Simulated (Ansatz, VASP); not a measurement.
**Ti3O5: VASP beside Ansatz**

```
Ti O
1.0
     4.81163   -1.92103    0.03245
     4.81163    1.92103    0.03245
    -0.24937    0.00000    9.20137
Ti O
6 10
Direct
  0.05668 0.05668 0.35920
  0.94332 0.94332 0.64080
  0.77800 0.77800 0.26144
  0.22200 0.22200 0.73856
  0.13336 0.13336 0.04400
  0.86664 0.86664 0.95600
  0.95800 0.95800 0.15291
  0.04200 0.04200 0.84709
  0.87116 0.87116 0.44261
  0.12884 0.12884 0.55739
  0.24431 0.24431 0.24368
  0.75569 0.75569 0.75632
  0.58686 0.58686 0.34038
  0.41314 0.41314 0.65962
  0.67039 0.67039 0.05437
  0.32961 0.32961 0.94563
```

Alike in both runs: functional PBEsol; k mesh 6 × 6 × 3; occupations gaussian, width 0.05 eV; no spin polarisation.

Ansatz relaxed the structure, and its values are those at the end. VASP's run is a single point on that final structure, the one shown.

|  | VASP | Ansatz |
| --- | --- | --- |
| version | VASP 6.6.1 | Ansatz 0.2.0 |
| potentials or method | VASP PAW PBE potentials, release 64 (Ti_sv, O) | scalar-relativistic, plane waves, PAW |
| plane-wave cutoff (eV) | 520 | 420 |
| valence electrons in the cell | 132 | 132 |

Ansatz gave:

| Quantity | Value |
| --- | --- |
| gap on the k mesh at the Fermi level (eV) | none |
| pressure (GPa) | 0.0 |
| rms of the force components (eV/Å) | 0.001 |

Q: Which values does VASP return?

A: gap on the k mesh at the Fermi level (eV): none; pressure (GPa): 0.7; rms of the force components (eV/Å): 0.015.

A gap of «none» marks a metal or a gap that the smearing closes. The functional is the same, so the differences come from potentials, cutoffs and numerics.

Caveats: the PAW data sets were made with another functional, which shifts forces and pressure a little (VASP); semilocal functionals often make such compounds metallic where correlation or magnetic order opens a gap, which also shifts bond lengths.
